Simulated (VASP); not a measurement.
# Ge (P6_3/mmc) in VASP: further runs, part 2 of 3

VASP 6.6.1.

**3. Band structure, PBEsol, spin-orbit coupling, no magnetisation**

Input file INCAR:

```
SYSTEM = Ge
ALGO     = Normal         ! electronic algorithm
EDIFF    = 1E-6           ! SCF threshold, eV
ENCUT    = 520            ! plane-wave cutoff, eV
GGA      = PS             ! functional
GGA_COMPAT= .FALSE.      
ISIF     = 2              ! what is computed and relaxed
ISMEAR   = 0              ! smearing method
LASPH    = .TRUE.         ! aspherical terms in the spheres
LCHARG   = .FALSE.        ! write CHGCAR
LNONCOLLINEAR= .TRUE.         ! non-collinear magnetism
LORBIT   = 11             ! projections on sites
LREAL    = .FALSE.        ! projectors in reciprocal space
LSORBIT  = .TRUE.         ! spin-orbit coupling
LWAVE    = .FALSE.        ! write WAVECAR
MAGMOM   = 0 0 0 0 0 0 0 0 0 0 0 0 ! initial moments
NBANDS   = 72             ! bands
NELM     = 80             ! most SCF steps
PREC     = Accurate       ! precision mode
SIGMA    = 0.03           ! smearing width, eV
```

Input file KPOINTS:

```
k-points
0
G
  6 6 3
  0 0 0
```

Input file POSCAR:

```
Ge                                      
1.0
    3.9959447698      0.0000000000      0.0000000000
   -1.9979723849      3.4605896816      0.0000000000
    0.0000000000      0.0000000000      6.5938748915
  Ge            
     4
Direct
     0.6666666699999979    0.3333333300000021    0.0629066835698244
     0.3333333300000021    0.6666666699999979    0.5629066835698243
     0.6666666699999979    0.3333333300000021    0.4370933164301756
     0.3333333300000021    0.6666666699999979    0.9370933164301757
```

KPOINTS_OPT is that of step 2.

Potentials or basis: VASP PAW PBE potentials, release 64 (Ge_d).

Started as:

```
$ cat potpaw_PBE.64/Ge_d/POTCAR > POTCAR
$ mpirun -np 1 vasp_ncl > vasp.out
```

OUTCAR:

```text
SYSTEM = Ge
   EDIFF = 1E-6
   ENCUT = 520
   GGA = PS
   ISIF = 2
   ISMEAR = 0
   LASPH = .TRUE.
   LNONCOLLINEAR = .TRUE.
   LORBIT = 11
   LREAL = .FALSE.
   LSORBIT = .TRUE.
   NELM = 80
   PREC = Accurate

 ion  position               nearest neighbor table
   1  0.667  0.333  0.063-   4 2.45   4 2.45   4 2.45   3 2.47
   2  0.333  0.667  0.563-   3 2.45   3 2.45   3 2.45   4 2.47
   3  0.667  0.333  0.437-   2 2.45   2 2.45   2 2.45   1 2.47
   4  0.333  0.667  0.937-   1 2.45   1 2.45   1 2.45   2 2.47

  LATTYP: Found a hexagonal cell.
 ALAT       =     3.9959447698
 C/A-ratio  =     1.6501416489

  Lattice vectors:

 A1 = (   3.9959447698,   0.0000000000,   0.0000000000)
 A2 = (  -1.9979723849,   3.4605896816,   0.0000000000)
 A3 = (   0.0000000000,   0.0000000000,   6.5938748915)

Analysis of symmetry for initial positions (statically):
=====================================================================
 Subroutine PRICEL returns:
 Original cell was already a primitive cell.

 Routine SETGRP: Setting up the symmetry group for a
 hexagonal supercell.

 Subroutine GETGRP returns: Found 24 space group operations
 (whereof 12 operations were pure point group operations)
 out of a pool of 24 trial point group operations.
[... 1232 lines left out ...]
     0.0000000     0.0000000     0.0000000     0.0000000     0.0000000     0.0000000     0.0000000
     0.0000000     0.0000000     0.0000000     0.0000000     0.0000000     0.0000000     0.0000000
[... 49 lines left out ...]
 l=   2
     0.0000000    -0.0001905     0.0000000    -0.0001905    -0.0007626
    -0.0001905     0.0000000    -0.0005690    -0.0001902    -0.0001905
     0.0000000    -0.0005690     0.0000000    -0.0005690     0.0000000
    -0.0001905    -0.0001902    -0.0005690     0.0000000    -0.0001905
    -0.0007626    -0.0001905     0.0000000    -0.0001905     0.0000000
 l=   3
     0.0000000     0.0000000     0.0000000     0.0000000     0.0000000     0.0000000     0.0000000
     0.0000000     0.0000000     0.0000000     0.0000000     0.0000000     0.0000000     0.0000000
     0.0000000     0.0000000     0.0000000     0.0000000     0.0000000     0.0000000     0.0000000
     0.0000000     0.0000000     0.0000000     0.0000000     0.0000000     0.0000000     0.0000000
     0.0000000     0.0000000     0.0000000     0.0000000     0.0000000     0.0000000     0.0000000
     0.0000000     0.0000000     0.0000000     0.0000000     0.0000000     0.0000000     0.0000000
     0.0000000     0.0000000     0.0000000     0.0000000     0.0000000     0.0000000     0.0000000

 total charge

# of ion       s       p       d       tot
------------------------------------------
    1        1.127   1.254  10.023  12.404
    2        1.127   1.254  10.023  12.404
    3        1.127   1.254  10.023  12.404
    4        1.127   1.254  10.023  12.404
--------------------------------------------------
tot          4.509   5.016  40.092  49.617

 magnetization (x)

# of ion       s       p       d       tot
------------------------------------------
    1       -0.000   0.000   0.000  -0.000
    2        0.000   0.000   0.000   0.000
    3        0.000   0.000   0.000   0.000
    4       -0.000   0.000   0.000  -0.000
--------------------------------------------------
tot         -0.000   0.000   0.000   0.000

 magnetization (y)

# of ion       s       p       d       tot
------------------------------------------
    1        0.000   0.000   0.000   0.000
    2        0.000  -0.000   0.000  -0.000
    3        0.000  -0.000   0.000  -0.000
    4        0.000   0.000   0.000   0.000
--------------------------------------------------
tot          0.000  -0.000   0.000   0.000

 magnetization (z)

# of ion       s       p       d       tot
------------------------------------------
    1        0.000   0.000   0.000   0.000
    2        0.000   0.000   0.000   0.000
    3        0.000   0.000   0.000   0.000
    4        0.000   0.000   0.000   0.000
--------------------------------------------------
tot          0.000   0.000   0.000   0.000
```

OSZICAR:

```text
N       E                     dE             d eps       ncg     rms          rms(c)
DAV:   1     0.696096743394E+03    0.69610E+03   -0.24728E+04  2552   0.428E+03
DAV:   2     0.127076174682E+03   -0.56902E+03   -0.53806E+03  2016   0.115E+03
DAV:   3    -0.590033903689E+01   -0.13298E+03   -0.12762E+03  2096   0.269E+02
DAV:   4    -0.195159669680E+02   -0.13616E+02   -0.13394E+02  2384   0.929E+01
DAV:   5    -0.199638702922E+02   -0.44790E+00   -0.44668E+00  2288   0.199E+01    0.467E+00
DAV:   6    -0.197634444606E+02    0.20043E+00   -0.17108E-01  2304   0.345E+00    0.260E+00
DAV:   7    -0.196640218870E+02    0.99423E-01   -0.12265E-01  2224   0.259E+00    0.392E-01
DAV:   8    -0.196657083748E+02   -0.16865E-02   -0.12977E-02  2328   0.984E-01    0.200E-01
DAV:   9    -0.196665801639E+02   -0.87179E-03   -0.74207E-04  2256   0.248E-01    0.760E-02
DAV:  10    -0.196668723452E+02   -0.29218E-03   -0.24853E-04  2448   0.720E-02    0.132E-02
[... 102 further cycles ...]
DAV:  10    -0.113275619505E+05   -0.37790E-06     1408
       N       E                     dE             ncg
DAV:   1     0.208192072213E+05   -0.17394E+04      176
DAV:   2     0.202633661680E+05   -0.55584E+03      144
DAV:   3     0.201387736798E+05   -0.12459E+03      144
DAV:   4     0.201269910472E+05   -0.11783E+02      168
DAV:   5     0.201266125742E+05   -0.37847E+00      152
DAV:   6     0.201266038989E+05   -0.86753E-02      168
DAV:   7     0.201266035571E+05   -0.34181E-03      152
DAV:   8     0.201266035389E+05   -0.18177E-04      192
DAV:   9     0.201266035383E+05   -0.67534E-06      128
```

stdout:

```text
POSCAR found type information on POSCAR Ge
 POSCAR found :  1 types and       4 ions
 scaLAPACK will be used
 -----------------------------------------------------------------------------
|                                                                             |
|                                                                             |
|     You enforced a specific xc type in the INCAR file but a different       |
|     I HOPE YOU KNOW WHAT YOU ARE DOING!                                     |
|                                                                             |
 -----------------------------------------------------------------------------

 LDA part: xc-table for (Slater+PW92), standard interpolation
 POSCAR, INCAR and KPOINTS ok, starting setup
 FFT: planning ... GRIDC
 FFT: planning ... GRID_SOFT
 FFT: planning ... GRID
 WAVECAR not read
 entering main loop
 Start KPOINTS_OPT (optional k-point list driver)
k-point batch [1-14\141]
k-point batch [15-28\141]
k-point batch [29-42\141]
k-point batch [43-56\141]
k-point batch [57-70\141]
k-point batch [71-84\141]
k-point batch [85-98\141]
k-point batch [99-112\141]
k-point batch [113-126\141]
k-point batch [127-140\141]
k-point batch [141-141\141]
```

Wall time 16 min (1 thread of Intel Xeon Platinum 8488C (Sapphire Rapids), shared host); peak memory 0.47 GiB.

Results:

```yaml
Free_energy: -19.6669 eV
Pressure: 0.2 GPa
Largest_force: 0.005 eV/Å
Valence_electrons_inside_the_program's_atomic_spheres: Ge 12.40
```

Forces on the atoms (eV/Å):
```
Ge   0.000  0.000  0.005
Ge   0.000  0.000  0.005
Ge   0.000  0.000 -0.005
Ge   0.000  0.000 -0.005
```

Caveat: the PAW data sets were made with another functional, which shifts forces and pressure a little.

**4. Band structure, r2SCAN**

Input file INCAR:

```
SYSTEM = Ge
ALGO     = Normal         ! electronic algorithm
EDIFF    = 1E-6           ! SCF threshold, eV
ENCUT    = 520            ! plane-wave cutoff, eV
ISIF     = 2              ! what is computed and relaxed
ISMEAR   = 0              ! smearing method
LASPH    = .TRUE.         ! aspherical terms in the spheres
LCHARG   = .FALSE.        ! write CHGCAR
LMIXTAU  = .TRUE.       
LREAL    = .FALSE.        ! projectors in reciprocal space
LWAVE    = .FALSE.        ! write WAVECAR
METAGGA  = R2SCAN         ! meta-GGA
NBANDS   = 36             ! bands
NELM     = 80             ! most SCF steps
PREC     = Accurate       ! precision mode
SIGMA    = 0.03           ! smearing width, eV
```

Input file KPOINTS:

```
k-points
0
G
  12 12 5
  0 0 0
```

POSCAR is that of step 3.

KPOINTS_OPT is that of step 3.

Started as:

```
$ cat potpaw_PBE.64/Ge_d/POTCAR > POTCAR
$ mpirun -np 1 vasp_std > vasp.out
```

It took 19 min on 1 thread of Intel Xeon Platinum 8488C (Sapphire Rapids), shared host; peak memory 0.36 GiB.

Results (log left out):

* Free energy: -55.4182 eV
* Pressure: -0.2 GPa
* Largest force: 0.005 eV/Å
* Band gap on the k mesh: 0.06 eV, direct
* Band gap along the path: 0.06 eV, direct

Forces in eV/Å, atoms in the order of the input:
```
Ge   0.000  0.000  0.005
Ge   0.000  0.000  0.005
Ge   0.000  0.000 -0.005
Ge   0.000  0.000 -0.005
```

Stress tensor (GPa, compression positive):
```
-0.29  0.00  0.00
 0.00 -0.29  0.00
 0.00  0.00 -0.03
```

Levels at the corners of the path, in eV from the valence-band top:
| point | band 25 | band 26 | band 27 | band 28 | band 29 | band 30 | band 31 | band 32 |
| --- | --- | --- | --- | --- | --- | --- | --- | --- |
| Γ | -1.69 | -0.29 | 0.00 | 0.00 | 0.06 | 0.26 | 2.29 | 2.29 |
| M | -4.88 | -3.35 | -3.03 | -1.65 | 0.62 | 1.83 | 3.72 | 3.83 |
| M | -4.88 | -3.35 | -3.03 | -1.65 | 0.62 | 1.83 | 3.72 | 3.83 |
| K | -5.29 | -3.72 | -3.72 | -3.45 | 1.55 | 4.83 | 4.83 | 5.35 |
| K | -5.29 | -3.72 | -3.72 | -3.45 | 1.55 | 4.83 | 4.83 | 5.35 |
| Γ | -1.69 | -0.29 | 0.00 | 0.00 | 0.06 | 0.26 | 2.29 | 2.29 |
| Γ | -1.69 | -0.29 | 0.00 | 0.00 | 0.06 | 0.26 | 2.29 | 2.29 |
| A | -1.03 | -1.03 | -1.03 | -1.03 | 0.85 | 0.85 | 3.46 | 3.46 |
| A | -1.03 | -1.03 | -1.03 | -1.03 | 0.85 | 0.85 | 3.46 | 3.46 |
| L | -2.78 | -2.78 | -2.66 | -2.66 | 0.63 | 0.63 | 2.27 | 2.27 |
| L | -2.78 | -2.78 | -2.66 | -2.66 | 0.63 | 0.63 | 2.27 | 2.27 |
| H | -4.57 | -4.57 | -2.26 | -2.26 | 1.40 | 1.40 | 4.31 | 4.31 |
| H | -4.57 | -4.57 | -2.26 | -2.26 | 1.40 | 1.40 | 4.31 | 4.31 |
| A | -1.03 | -1.03 | -1.03 | -1.03 | 0.85 | 0.85 | 3.46 | 3.46 |
| L | -2.78 | -2.78 | -2.66 | -2.66 | 0.63 | 0.63 | 2.27 | 2.27 |
| M | -4.88 | -3.35 | -3.03 | -1.65 | 0.62 | 1.83 | 3.72 | 3.83 |
| K | -5.29 | -3.72 | -3.72 | -3.45 | 1.55 | 4.83 | 4.83 | 5.35 |
| H | -4.57 | -4.57 | -2.26 | -2.26 | 1.40 | 1.40 | 4.31 | 4.31 |

Caveat: the PAW data sets were made with another functional, which shifts forces and pressure a little. r2SCAN opens gaps a little over a GGA but as a rule still falls short of measured ones.

**5. Band structure, TB-mBJ**

POSCAR is that of step 4.

Input file INCAR.step1:

```
SYSTEM = Ge
ALGO     = Normal         ! electronic algorithm
EDIFF    = 1E-5           ! SCF threshold, eV
ENCUT    = 520            ! plane-wave cutoff, eV
GGA      = PE             ! functional
ISIF     = 2              ! what is computed and relaxed
ISMEAR   = 0              ! smearing method
LASPH    = .TRUE.         ! aspherical terms in the spheres
LCHARG   = .FALSE.        ! write CHGCAR
LREAL    = .FALSE.        ! projectors in reciprocal space
LWAVE    = .TRUE.         ! write WAVECAR
NBANDS   = 36             ! bands
NELM     = 80             ! most SCF steps
PREC     = Accurate       ! precision mode
SIGMA    = 0.03           ! smearing width, eV
```

Input file INCAR.step2:

```
SYSTEM = Ge
ALGO     = Normal         ! electronic algorithm
EDIFF    = 1E-6           ! SCF threshold, eV
ENCUT    = 520            ! plane-wave cutoff, eV
ISIF     = 2              ! what is computed and relaxed
ISMEAR   = 0              ! smearing method
ISTART   = 1            
LASPH    = .TRUE.         ! aspherical terms in the spheres
LCHARG   = .FALSE.        ! write CHGCAR
LREAL    = .FALSE.        ! projectors in reciprocal space
LWAVE    = .FALSE.        ! write WAVECAR
METAGGA  = MBJ            ! meta-GGA
NBANDS   = 36             ! bands
NELM     = 80             ! most SCF steps
PREC     = Accurate       ! precision mode
SIGMA    = 0.03           ! smearing width, eV
```

KPOINTS is that of step 4.

KPOINTS_OPT is that of step 4.

Started as:

```
$ cat potpaw_PBE.64/Ge_d/POTCAR > POTCAR
$ cp INCAR.step1 INCAR
$ mpirun -np 1 vasp_std > vasp.out
$ cp INCAR.step2 INCAR
$ mpirun -np 1 vasp_std > vasp.out
```

Wall time 7.6 min (1 thread of Intel Xeon Platinum 8488C (Sapphire Rapids), shared host); peak memory 0.36 GiB.

It converged, with:

| Quantity | Value |
| --- | --- |
| Band gap on the k mesh | 0.34 eV, direct |
| Band gap along the path | 0.34 eV, direct |

Levels at the corners of the path, in eV from the valence-band top:
| point | band 24 | band 25 | band 26 | band 27 | band 28 | band 29 | band 30 | band 31 | band 32 | band 33 |
| --- | --- | --- | --- | --- | --- | --- | --- | --- | --- | --- |
| Γ | -1.57 | -1.57 | -0.27 | 0.00 | 0.00 | 0.34 | 0.60 | 2.42 | 2.42 | 2.93 |
| M | -6.66 | -4.53 | -3.10 | -2.77 | -1.52 | 0.89 | 2.01 | 3.84 | 3.87 | 4.52 |
| M | -6.66 | -4.53 | -3.10 | -2.77 | -1.52 | 0.89 | 2.01 | 3.84 | 3.87 | 4.52 |
| K | -7.52 | -4.89 | -3.45 | -3.45 | -3.19 | 1.84 | 4.90 | 4.90 | 5.38 | 5.38 |
| K | -7.52 | -4.89 | -3.45 | -3.45 | -3.19 | 1.84 | 4.90 | 4.90 | 5.38 | 5.38 |
| Γ | -1.57 | -1.57 | -0.27 | 0.00 | 0.00 | 0.34 | 0.60 | 2.42 | 2.42 | 2.93 |
| Γ | -1.57 | -1.57 | -0.27 | 0.00 | 0.00 | 0.34 | 0.60 | 2.42 | 2.42 | 2.93 |
| A | -4.70 | -0.95 | -0.95 | -0.95 | -0.95 | 1.09 | 1.09 | 3.52 | 3.52 | 3.52 |
| A | -4.70 | -0.95 | -0.95 | -0.95 | -0.95 | 1.09 | 1.09 | 3.52 | 3.52 | 3.52 |
| L | -7.78 | -2.57 | -2.57 | -2.46 | -2.46 | 0.90 | 0.90 | 2.37 | 2.37 | 6.27 |
| L | -7.78 | -2.57 | -2.57 | -2.46 | -2.46 | 0.90 | 0.90 | 2.37 | 2.37 | 6.27 |
| H | -8.08 | -4.21 | -4.21 | -2.09 | -2.09 | 1.57 | 1.57 | 4.44 | 4.44 | 6.06 |
| H | -8.08 | -4.21 | -4.21 | -2.09 | -2.09 | 1.57 | 1.57 | 4.44 | 4.44 | 6.06 |
| A | -4.70 | -0.95 | -0.95 | -0.95 | -0.95 | 1.09 | 1.09 | 3.52 | 3.52 | 3.52 |
| L | -7.78 | -2.57 | -2.57 | -2.46 | -2.46 | 0.90 | 0.90 | 2.37 | 2.37 | 6.27 |
| M | -6.66 | -4.53 | -3.10 | -2.77 | -1.52 | 0.89 | 2.01 | 3.84 | 3.87 | 4.52 |
| K | -7.52 | -4.89 | -3.45 | -3.45 | -3.19 | 1.84 | 4.90 | 4.90 | 5.38 | 5.38 |
| H | -8.08 | -4.21 | -4.21 | -2.09 | -2.09 | 1.57 | 1.57 | 4.44 | 4.44 | 6.06 |

Caveat: the PAW data sets were made with another functional, which shifts forces and pressure a little.

**6. Band structure, TB-mBJ, spin-orbit coupling, no magnetisation**

POSCAR is that of step 5.

INCAR.step1: that of step 5 with these lines changed.

```diff
@@ -5,2 +5,3 @@
 GGA      = PE             ! functional
+GGA_COMPAT= .FALSE.      
 ISIF     = 2              ! what is computed and relaxed
@@ -9,5 +10,8 @@
 LCHARG   = .FALSE.        ! write CHGCAR
+LORBIT   = 11             ! projections on sites
 LREAL    = .FALSE.        ! projectors in reciprocal space
+LSORBIT  = .TRUE.         ! spin-orbit coupling
 LWAVE    = .TRUE.         ! write WAVECAR
-NBANDS   = 36             ! bands
+MAGMOM   = 0 0 0 0 0 0 0 0 0 0 0 0 ! initial moments
+NBANDS   = 72             ! bands
 NELM     = 80             ! most SCF steps
```

INCAR.step2: that of step 5 with these lines changed.

```diff
@@ -4,2 +4,3 @@
 ENCUT    = 520            ! plane-wave cutoff, eV
+GGA_COMPAT= .FALSE.      
 ISIF     = 2              ! what is computed and relaxed
@@ -9,6 +10,9 @@
 LCHARG   = .FALSE.        ! write CHGCAR
+LORBIT   = 11             ! projections on sites
 LREAL    = .FALSE.        ! projectors in reciprocal space
+LSORBIT  = .TRUE.         ! spin-orbit coupling
 LWAVE    = .FALSE.        ! write WAVECAR
+MAGMOM   = 0 0 0 0 0 0 0 0 0 0 0 0 ! initial moments
 METAGGA  = MBJ            ! meta-GGA
-NBANDS   = 36             ! bands
+NBANDS   = 72             ! bands
 NELM     = 80             ! most SCF steps
```

Input file KPOINTS:

```
k-points
0
G
  6 6 3
  0 0 0
```

KPOINTS_OPT is that of step 5.

Potentials or basis: VASP PAW PBE potentials, release 64 (Ge_d).

Started as:

```
$ cat potpaw_PBE.64/Ge_d/POTCAR > POTCAR
$ cp INCAR.step1 INCAR
$ mpirun -np 1 vasp_ncl > vasp.out
$ cp INCAR.step2 INCAR
$ mpirun -np 1 vasp_ncl > vasp.out
```

It took 22 min on 1 thread of Intel Xeon Platinum 8488C (Sapphire Rapids), shared host; peak memory 0.52 GiB.

The run converged. Its results:

- Valence electrons inside the program's atomic spheres: Ge 12.27

Caveat: the PAW data sets were made with another functional, which shifts forces and pressure a little.

(Part 2 of 3 ends here.)
